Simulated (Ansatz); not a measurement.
## A failed many-body run on KI (Fm-3m)

A first try at the G0W0 gap of KI (Fm-3m), what the program said, and an input that works.

Main program and level: Ansatz 0.2.0; G0W0 on PBE, plane waves, PAW.

## 1. The starting structure

The structure is cubic, space group Fm-3m (No. 225). Conventional cell: a = 7.066 Å, b = 7.066 Å, c = 7.066 Å, α = 90.00°, β = 90.00°, γ = 90.00°. Nearest to K lie 6 I at 3.53 Å. Nearest to I lie 6 K at 3.53 Å. Farther neighbours and most contacts between anions are not listed.

The cell and positions come from the Crystallography Open Database and are kept as given unless a step says otherwise. Spin-orbit coupling is left out unless a step names it. The default PAW set here is soft_2. Its files were made with PBE.

## 2. First try

The input, input.yaml:

```yaml
crystal:
  lattice:
    - [0.0, 3.532775, 3.532775]
    - [3.532775, 0.0, 3.532775]
    - [3.532775, 3.532775, 0.0]
  atoms:
    - { symbol: K, position: [0.0, 0.0, 0.0] }
    - { symbol: I, position: [0.5, 0.5, 0.5] }
kpoints:
  mp_grid: { grid: [4, 4, 4] }
hamiltonian:
  xc: pbe
scf:
  occupations: { method: fixed }
gw:
  n_empty_bands: 4
  ecut_chi: 40
  qp_bands: [v2, c2]
  qp_kpoints: band_edges
  screening: { model: contour_deformation }
```

On the command line:

```
> ansatz run input.yaml --threads 3 --pin off --max-ram 92160MiB --backend cuda --events-out ev --progress --plain --runs-dir out --devices 1 --max-vram 13GiB
```

Numbers of over 12 decimals in the logs are rounded to 6 here.

Output:

```text
GPUs: using 1 of 1 available (devices: 1).
Engine: ansatz 0.2.0, x86_64-unknown-linux-gnu
Pseudopotentials: kind: paw
Pseudopotential: K, paw, valence charge 9, recommended cutoff 420 eV (normal), K.paw.azcp
Pseudopotential: I, paw, valence charge 17, recommended cutoff 420 eV (normal), I.paw.azcp
Functional definition: PBE
  parameter kappa = 0.804
  parameter beta = 0.066725
  exchange = pbe_x(kappa = kappa, mu = beta*pi^2/3)
  correlation = pbe_c(beta = beta)
device memory: the entry about to start is reckoned to put 1.1 GiB on a device that reports 46.4 GiB free (of which the cap on the GPU budget leaves the run 13.0 GiB)
GPU FFT provider: cuFFT
GPU libraries: cuBLAS 13.8.2, cuFFT 12.4.0, cuSOLVER 12.3.4
Crystal: 2 atoms, lattice volume = 88.182 Å³
Basis set: ecut = 420 eV, 1759 PW (Γ)
Bands: 17, of which v1, the nominal top of the filled ones, is band 13 counted from 1 (12 counted from 0)
Symmetry: 48 space group operations
Space group: Fm-3m (ITA 225), of the structure as read, at distance tolerance 4.5e-5 Å
k-points: 8 of 64
Non-local potential: K, projectors of the file, l = 0: 3, l = 1: 2, l = 2: 2
Non-local potential: I, projectors of the file, l = 0: 2, l = 1: 2, l = 2: 2, l = 3: 2
PAW form: soft (Blöchl's): semilocal exchange-correlation on the pseudo side does not see the compensation charge
PAW one-centre angular grid: K, 110 points (default); XC on 64 Gauss nodes
PAW one-centre angular grid: I, 590 points (default); XC on 64 Gauss nodes
Initial density: superposition of atomic densities (neutral atoms: chi_scale 0, normalization atom), corrected by the library's trained network
Initial wavefunctions: pseudopotential atomic-orbital guess
GPU buffer pool allocated for 46656 grid points (all kernels)
GPU transforms: local potential and band sums: pruned to the plane-wave sphere, on 36×36×36
Functional: x = pbe(κ = 0.804, μ = 0.219515), c = pbe(β = 0.066725)
SCF iter   1: F=—  HF=-9053.689555 eV  |F-HF|=—  |Δ(HF+E_count)|=         —  Δρ=2.60e-4  dr2=7.32e-5  ethr=1.77e-3  ⟨swp⟩=5.4  Hψ=632  notcnv=0  defer=13
preconditioner: auto → none  [insulator: Δε(μ)=3.960 eV  Ē_g=13.738 eV  n_scr=14 (ndim 8)  ℏωp=14.8 eV  f_vac=0.139  ε∞_Penn≈2.2]
SCF iter   2: F=—  HF=-9053.689149 eV  |F-HF|=—  |Δ(HF+E_count)|=   4.06e-4  Δρ=3.39e-4  dr2=2.04e-4  ethr=2.81e-7  ⟨swp⟩=3.2  Hψ=386  notcnv=0  defer=14
SCF iter   3: F=—  HF=-9053.689086 eV  |F-HF|=—  |Δ(HF+E_count)|=   6.24e-5  Δρ=1.78e-4  dr2=5.31e-5  ethr=2.81e-7  ⟨swp⟩=2.1  Hψ=240  notcnv=0  defer=15
SCF iter   4: F=—  HF=-9053.689077 eV  |F-HF|=—  |Δ(HF+E_count)|=   9.61e-6  Δρ=1.66e-5  dr2=2.27e-7  ethr=2.04e-7  ⟨swp⟩=2.0  Hψ=252  notcnv=0  defer=16
iter 5 did not close the SCF: its close was put off for the readings that it lacked (scf_convergence_deferred on its scf_iter line)
SCF iter   5: F=-9053.689078 eV  HF=-9053.689078 eV  |F-HF|=9.36e-8  |Δ(HF+E_count)|=   1.02e-6  Δρ=7.55e-6  dr2=8.77e-8  ethr=8.74e-10  ⟨swp⟩=2.6  Hψ=245  notcnv=0  defer=16
SCF iter   6: F=-9053.689078 eV  HF=-9053.689078 eV  |F-HF|=3.74e-8  |Δ(HF+E_count)|=   2.62e-8  Δρ=4.21e-6  dr2=3.32e-8  ethr=3.37e-10  ⟨swp⟩=5.9  Hψ=727  notcnv=0
SCF 1 converged in 6 iterations: F = -9053.689078 eV  dr2 = 3.32e-8
[...]
device memory: the entry about to start is reckoned to put 1.6 GiB on a device that reports 46.7 GiB free (of which the cap on the GPU budget leaves the run 13.0 GiB)
NSCF: frozen V_eff on 8 k-points
[...]
device memory: the entry about to start is reckoned to put 1.2 GiB on a device that reports 46.7 GiB free (of which the cap on the GPU budget leaves the run 13.0 GiB)
NSCF: frozen V_eff on 8 k-points
G₀W₀ screening: q 1/8
[... further progress lines ...]
device memory: the entry about to start is reckoned to put 0.4 GiB on a device that reports 44.8 GiB free (of which the cap on the GPU budget leaves the run 13.0 GiB)
NSCF: frozen V_eff on 1 k-points
SCF converged after 6 iterations
Free energy (F): -9053.689078 eV
Harris-Foulkes:  -9053.689078 eV  (|F-HF|=3.74e-8)
Internal energy: -9053.689078 eV  (E = F + TS)
E sigma→0 (E₀):  -9053.689078 eV
Fermi energy:    2.267639 eV
--- Per-component energies (eV) ---
  E_band       = -521.527736
  E_kinetic    = 443.099407
  E_local      = -2830.562170  (includes V_loc(G=0)·N_el)
  E_nonlocal   = -77.388112
  E_hartree    = 1342.127182
  E_xc         = -263.478542
  E_vxc        = -293.793877  (∫ρ·V_xc dr)
  E_paw        = -5599.054478  (= ΣΔE_a)
  E_vpaw       = -447.126926  (= ΣTr[D̂ρ^β])
  E_aug_tail   = -0.000007  (compensation charges beyond the density's cutoff)
  E_ewald      = -2068.432357
  E_smearing   = -0.000000  (= −TS)
  E_closure    = 0.000000  (closes the sum)
  Σ components = -9053.689078   (vs F -9053.689078, Δ=0.00e0)
--- Band table (eV; the first three rows and the last of 8) ---
  k-point 0: bands = [... 9 lower, -8.2339, 2.2676, 2.2676, 2.2676, 6.2342, 8.7740, 8.7740, 8.7740]
  k-point 1: bands = [... 9 lower, -8.0914, 1.5091, 2.0914, 2.0914, 7.3291, 8.8465, 9.3824, 9.3824]
  k-point 2: bands = [... 9 lower, -7.9566, 0.9497, 1.9315, 1.9315, 7.7954, 9.9767, 10.4316, 10.4316]
  k-point 7: bands = [... 9 lower, -8.0325, 1.5417, 1.5417, 1.6690, 8.7387, 8.7387, 8.9137, 10.4549]
--- G₀W₀: contour deformation, 5 samples at zero and on the imaginary axis and 2 off it, 64 q-points, 4 empty bands' worth ---
  eigenvalues of the whole cell's RPA ε∞ on this k-mesh (on a slab, of 1 + 4πα/V) = 2.4165, 2.4165, 2.4165; static W/v taken at q = 0 is 0.413830
  bands read: the sum over 17 bands ends inside a degenerate multiplet in 1 slot, whose members it reads at an even weight; the widest, k=3: bands 17 to 18 (counted from 1) at 1/2 each
  gw.qp_kpoints: band_edges: 8 of 8 stored k-points solved, in 1 pass; an edge of the gap read off the rows below is read off those points alone
  `?` marks the rows in doubt; gw_qp.tsv's column doubts and the gw_qp event give each row's grounds
    ik  band        ε_KS         Σx   Σc(E_QP)       V_xc       Z   E_QP_lin       E_QP  E_QP is
     0    12      2.2676   -17.3234     2.2720   -14.1827  0.8304     1.3856     1.3989  root
     0    13      2.2676   -17.3234     2.2720   -14.1827  0.8304     1.3856     1.3989  root
     0    14      6.2342    -4.3249    -1.7567    -7.8581  0.8701     8.0503     8.0107  root
     0    15      8.7740    -3.8696    -1.7133    -8.2146  0.8807    11.5151    11.4056  root ?
     1    12      2.0914   -17.0243     2.2781   -13.8331  0.8271     1.1631     1.1784  root
     1    13      2.0914   -17.0243     2.2781   -13.8331  0.8271     1.1631     1.1784  root
     1    14      7.3291    -4.6032    -1.7353    -8.2563  0.8691     9.2985     9.2470  root
     1    15      8.8465    -4.3116    -1.8061    -8.4588  0.8685    11.2860    11.1876  root
     2    12      1.9315   -16.7962     2.2922   -13.5479  0.8239     0.9581     0.9754  root
     2    13      1.9315   -16.7962     2.2922   -13.5479  0.8239     0.9581     0.9754  root
     2    14      7.7954    -3.6959    -1.6874    -7.1900  0.8704     9.6480     9.6021  root
     2    15      9.9767    -5.1508    -2.1856    -9.8668  0.8489    12.6895    12.5071  root ?
     3    12      2.0627   -17.0548     2.2835   -13.8289  0.8267     1.1040     1.1203  root
     3    13      2.0627   -17.0548     2.2835   -13.8289  0.8267     1.1040     1.1203  root
     3    14      7.5635    -4.9101    -1.7352    -8.7634  0.8709     9.7468     9.6816  root
     3    15      7.7990    -3.3334    -1.7424    -7.1863  0.8729     9.9731     9.9096  root
[...]
4    15      8.9836    -4.9228    -1.7800    -9.0858  0.8693    11.4705    11.3666  root ?
[...]
6    15      8.0416    -4.2416    -1.6296    -8.1555  0.8798    10.3967    10.3259  root
     7    12      1.5417   -16.3903     2.3406   -12.9402  0.8176     0.4069     0.4323  root
     7    13      1.6690   -16.4223     2.3116   -13.0755  0.8194     0.6124     0.6338  root
     7    14      8.7387    -4.0658    -1.7889    -8.1132  0.8682    11.0864    10.9972  root
     7    15      8.7387    -4.0658    -1.7889    -8.1132  0.8682    11.0864    10.9972  root
```

The job ended after 9.1 s (1 × NVIDIA H100 80GB HBM3 (shared by 6 runs) with 3 threads of AMD EPYC 7R13 (Zen 3), shared host; peak memory 0.98 GiB).

In the SCF lines HF is the Harris–Foulkes energy and dr2 the Hartree energy of the density residual, in eV; the loop may stop once dr2 is under the threshold and the program's other checks hold. Hψ counts applications of the Hamiltonian.

**Diagnosis.**

The run ended normally, though the input holds a fault or crude settings.

The fault: four empty bands in G0W0. The sums over empty states are cut off almost at the gap, so screening and correlation are far from complete.

It printed a gap of 6.61 eV, which is an artefact of the settings.

## 3. A better input

G0W0 replaces the xc potential by the self-energy, built once from these orbitals. Only a window of levels is corrected, while the sums run over the empty bands that the input names.

input.yaml, as its differences from that of step 2:

```diff
@@ -15,4 +15,4 @@
 gw:
-  n_empty_bands: 4
-  ecut_chi: 40
+  n_empty_bands: 263
+  ecut_chi: 120
   qp_bands: [v2, c2]
```

Output:

```text
GPUs: using 1 of 1 available (devices: 1).
[...]
GPU FFT provider: cuFFT
GPU libraries: cuBLAS 13.8.2, cuFFT 12.4.0, cuSOLVER 12.3.4
Crystal: 2 atoms, lattice volume = 88.182 Å³
Basis set: ecut = 420 eV, 1759 PW (Γ)
Bands: 17, of which v1, the nominal top of the filled ones, is band 13 counted from 1 (12 counted from 0)
[... 1 set-up line as in the run before ...]
[...]
k-points: 8 of 64
[...]
GPU buffer pool allocated for 46656 grid points (all kernels)
[...]
SCF iter   1: F=—  HF=-9053.689555 eV  |F-HF|=—  |Δ(HF+E_count)|=         —  Δρ=2.60e-4  dr2=7.32e-5  ethr=1.77e-3  ⟨swp⟩=5.4  Hψ=632  notcnv=0  defer=13
[...]
SCF iter   6: F=-9053.689078 eV  HF=-9053.689078 eV  |F-HF|=3.74e-8  |Δ(HF+E_count)|=   2.62e-8  Δρ=4.21e-6  dr2=3.32e-8  ethr=3.37e-10  ⟨swp⟩=5.9  Hψ=727  notcnv=0
SCF 1 converged in 6 iterations: F = -9053.689078 eV  dr2 = 3.32e-8
[...]
0    12      2.2676   -17.3234     1.5006   -14.1827  0.8004     0.5878     0.6276  root
     0    13      2.2676   -17.3234     1.5006   -14.1827  0.8004     0.5878     0.6276  root
     0    14      6.2342    -4.3249    -3.0600    -7.8581  0.8466     6.7096     6.7075  root
     0    15      8.7740    -3.8696    -3.3367    -8.2146  0.8350     9.7950     9.7822  root
     1    12      2.0914   -17.0243     1.5375   -13.8331  0.7991     0.3958     0.4377  root
     1    13      2.0914   -17.0243     1.5375   -13.8331  0.7991     0.3958     0.4377  root
     1    14      7.3291    -4.6032    -3.1221    -8.2563  0.8403     7.8632     7.8602  root
     1    15      8.8465    -4.3116    -3.3333    -8.4588  0.8302     9.6692     9.6604  root
[...]
7    12      1.5417   -16.3903     1.7134   -12.9402  0.7953    -0.2472    -0.1950  root
     7    13      1.6690   -16.4223     1.6422   -13.0755  0.7958    -0.0845    -0.0356  root
     7    14      8.7387    -4.0658    -3.2729    -8.1132  0.8313     9.5210     9.5132  root
     7    15      8.7387    -4.0658    -3.2729    -8.1132  0.8313     9.5210     9.5132  root
[key lines of the parts left out:]
SCF converged after 6 iterations
Free energy (F): -9053.689078 eV
Fermi energy:    2.267639 eV
```

It took 8.2 s on 1 × NVIDIA H100 80GB HBM3 (shared by 6 runs) with 3 threads; peak memory 1.2 GiB; 8.4 s of CPU time.

This step gave:

```yaml
bands_summed: 276
rpa_eps_infinity_on_this_mesh_eigenvalues: 2.640, 2.640, 2.640
plane_waves_in_the_screening_matrix: 259
q_points_in_the_mesh: 64
g0w0_gap_on_the_mesh: 6.080 eV
k_of_the_valence_top: 0, 0, 0
k_of_the_conduction_bottom: 0, 0, 0
starting_gap_on_the_mesh: 3.967 eV
z_at_the_valence_top: 0.8004
z_at_the_conduction_bottom: 0.8466
least_direct_g0w0_gap_on_the_computed_points: 6.080 eV
```

The gap on the mesh goes from 3.97 eV to 6.08 eV, a correction of +2.11 eV. Between the two edge states, bare exchange in place of the xc potential would open the gap by 6.67 eV, and correlation takes back 4.56 eV.

## 4. What came out

```yaml
first_try: converged after 9.1 s
better_run: G0W0 gap on the mesh 6.08 eV (4×4×4 mesh, 263 empty bands, screening to 120 eV)
```

The second run differs in: empty bands and screening cutoff (eV). Bands and cutoff are finite, so the gap is not at the basis limit. The miss can reach some tenths of an eV and take either sign; the mesh is an error of its own. The many-body steps are scalar-relativistic: spin-orbit coupling is not in them.

[Paths, hosts, dates, memory and timing lines, banners, echoed tables and standing remarks are left out of the program output.]

[Logs are printed without paths, hosts, clocks, repeated set-up lines and the standing remarks that a program may print on its own settings, such as how far it seeks lower states.]

[Runs of the session that timed out or met a known fault of the program may be left out.]

[Cells called generated may have been cut or substituted from an entry of the Crystallography Open Database or the Materials Project.]

[Hosts, paths, dates, database ids (printed as entryN), source tags and the programs' standing remarks are cut or masked in the printed files.]
